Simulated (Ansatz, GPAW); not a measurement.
This is a calculation of InAs for GPAW 26.7.0 (ASE script). 

File run.py:

```python
from ase.dft.bandgap import bandgap
from ase.io import read, write
from ase.units import GPa
from gpaw import GPAW, PW

atoms = read('InAs.xyz')

calc = GPAW(mode=PW(600),
            xc='PBE',
            kpts={'size': (8, 8, 8), 'gamma': True},
            occupations={'name': 'methfessel-paxton', 'order': 0, 'width': 0.022},
            nbands=18,
            convergence={'density': 1e-05, 'energy': 1e-05},
            maxiter=150,
            txt='gpaw.txt')
atoms.calc = calc
energy = atoms.get_potential_energy()
forces = atoms.get_forces()
stress = atoms.get_stress()
calc.write('gs.gpw')
write('result.traj', atoms)
print(f'Energy: {energy:.6f} eV')
print('Forces (eV/A):')
print(forces.round(4))
print('Stress (GPa):', (stress / GPa).round(3))
print('Fermi level:', round(calc.get_fermi_level(), 4), 'eV')
print(f'Gap: {bandgap(calc)[0]:.4f} eV, direct: {bandgap(calc, direct=True)[0]:.4f} eV')
```

File InAs.xyz:

```xyz
2
Lattice="0.0000000000 3.0180000000 3.0180000000 3.0180000000 0.0000000000 3.0180000000 3.0180000000 3.0180000000 0.0000000000" Properties=species:S:1:pos:R:3 pbc="T T T"
In     0.0000000000      0.0000000000      0.0000000000
As     4.5270000000      4.5270000000      4.5270000000
```

Potentials or basis: GPAW PAW data sets (gpaw-data 1.2.1), pw.

The run is started by

```console
$ OMP_NUM_THREADS=1 python run.py
```

Problem. What does the same run look like in Ansatz 0.2.0? Potentials or basis there: Ansatz PAW, cutoff 420 eV.

Solution. As run (cutoffs and basis follow the program's own potentials, and thresholds, step limits or extra output files can differ):

The input input.yaml:

```yaml
crystal:
  lattice:
    - [0.0, 3.018, 3.018]
    - [3.018, 0.0, 3.018]
    - [3.018, 3.018, 0.0]
  atoms:
    - { symbol: In, position: [0.0, 0.0, 0.0] }
    - { symbol: As, position: [0.75, 0.75, 0.75] }
hamiltonian:
  xc: pbe
  pseudopotentials: { kind: paw }
kpoints:
  mp_grid: { grid: [8, 8, 8] }
scf:
  occupations: { method: gaussian, width: 0.022 }
output:
  forces: true
  stress: true
  eigenvalues: true
  write_density: true
  write_potential: true
  elf: true
  volumetric_format: npy
```

Potentials or basis: Ansatz PAW.

The run is started by

```console
$ ansatz run input.yaml --threads 2 --pin off --max-ram 5632MiB --backend cpu --events-out ev --progress --plain --runs-dir out
```

Both were run:

|  | GPAW | Ansatz |
| --- | --- | --- |
| Pressure | 4.0 GPa | 4.3 GPa |

Ansatz's pressure holds a Pulay term of +0.04 GPa for its cutoff of 420 eV, which the other run lacks.

The potentials hold 18 and 28 valence electrons a cell.

Where Ansatz's input types no cutoff or centring, it takes its own default and a Γ-centred mesh.

Pressure is positive in compression.
